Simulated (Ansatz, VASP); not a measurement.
# One calculation of MgO, two programs

```xyz
2
Lattice="0.0000 2.1351 2.1351 2.1351 0.0000 2.1351 2.1351 2.1351 0.0000" Properties=species:S:1:pos:R:3 pbc="T T T"
Mg    0.0000    0.0000    0.0000
O     2.1351    2.1351    2.1351
```

Alike in both runs: task single point; functional r2SCAN; k mesh 8 × 8 × 8; occupations gaussian, width 0.1 eV; no spin polarisation.

|  | VASP | Ansatz |
| --- | --- | --- |
| version | VASP 6.6.1 | Ansatz 0.2.0 |
| potentials or method | VASP PAW PBE potentials, release 64 (Mg, O) | scalar-relativistic, plane waves, PAW |
| plane-wave cutoff (eV) | 520 | 500 |
| valence electrons in the cell | 8 | 16 |

VASP gave:

```
gap on the k mesh at the Fermi level (eV) : 5.20
least direct gap on the mesh (eV)         : 5.20
pressure (GPa)                            : -8.2
```

Which values does Ansatz return?

gap on the k mesh at the Fermi level (eV): 5.22; least direct gap on the mesh (eV): 5.22; pressure (GPa): -7.1.

The two sets of potentials don't hold the same shells in valence.

Caveats: the PAW data sets were made with another functional, which shifts forces and pressure a little (VASP). r2SCAN opens gaps a little over a GGA but as a rule still falls short of measured ones.
